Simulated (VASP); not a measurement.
SnO:

```
Sn O
1.0
     3.81370    0.00000    0.00000
     0.00000    3.81370    0.00000
     0.00000    0.00000    4.88691
Sn O
2 2
Direct
  0.50000 0.00000 0.76463
  0.00000 0.50000 0.23537
  0.00000 0.00000 0.00000
  0.50000 0.50000 0.00000
```

The cell is a database's computed one.

Base run:

* Program: VASP 6.6.1
* Functional: PBE
* Potentials or basis: VASP PAW PBE potentials, release 64 (Sn_d, O)
* Cutoff: 520 eV
* k mesh: 8 × 8 × 6
* Occupations: gaussian, width 0.02 eV
* Spin: no spin polarisation

Its results: band gap on the k mesh 0.16 eV, indirect (least direct gap 2.03 eV).

Q: The run is repeated on the same cell with these changes: functional from PBE to TB-mBJ. What comes out?

A: Band gap on the k mesh 0.36 eV, indirect (least direct gap 2.45 eV).

Caveats: spin-orbit coupling is left out, which moves the levels of the heavy elements.

Not every run made on this cell is shown here.
